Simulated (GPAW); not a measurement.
Runs of GPAW 26.7.0 on RbBr. It takes space group Fm-3m (No. 225, cubic). The conventional cell has a = 6.854 Å, b = 6.854 Å, c = 6.854 Å, α = 90.00°, β = 90.00°, γ = 90.00°. Around Rb (site symmetry m-3m) lie 6 Br at 3.43 Å. Around Br (site symmetry m-3m) lie 6 Rb at 3.43 Å. 

| task | level | potentials or basis | k mesh | smearing | response ecut | maxiter | response k mesh | response bands | kernels | gap on the mesh (eV) | pressure (GPa) |
| --- | --- | --- | --- | --- | --- | --- | --- | --- | --- | --- | --- |
| dielectric tensor | LDA | the program's PAW data sets (release 1.2.1) made for this functional, pw | 6 × 6 × 6 | fermi-dirac 0.001 eV | 80 eV | 150 | 17 × 17 × 17 | 28 | ["RPA", "LR0.2", "LR0.1"] | 3.95 | - |
| dielectric tensor | PBE | GPAW PAW data sets (gpaw-data 1.2.1), pw | 6 × 6 × 6 | fermi-dirac 0.001 eV | 80 eV | 150 | 17 × 17 × 17 | 28 | ["RPA", "LR0.1", "Bootstrap"] | 4.37 | - |
| single point | PBE | GPAW PAW data sets (gpaw-data 1.2.1), pw | 6 × 6 × 6 | fermi-dirac 0.05 eV | - | 120 | - | - | - | 4.37 | 1.0 |
| single point | LDA | the program's PAW data sets (release 1.2.1) made for this functional, pw | 6 × 6 × 6 | fermi-dirac 0.05 eV | - | 120 | - | - | - | 3.95 | (a) |

Alike in all rows: no spin polarisation; cell as given; cutoff (eV) 450.

Problem. Estimate the missing entries.

Solution. (a) -1.2.

Caveats: the long-wavelength limit can be off by a per cent or two (some runs); an odd mesh through Γ misses points on the zone boundary, where band edges often lie (some runs); the cutoff is short for stress and forces, so pressures can be off by a GPa or more (some runs).

A k mesh can miss the band edges, and the runs leave out spin-orbit coupling on Br, Rb.
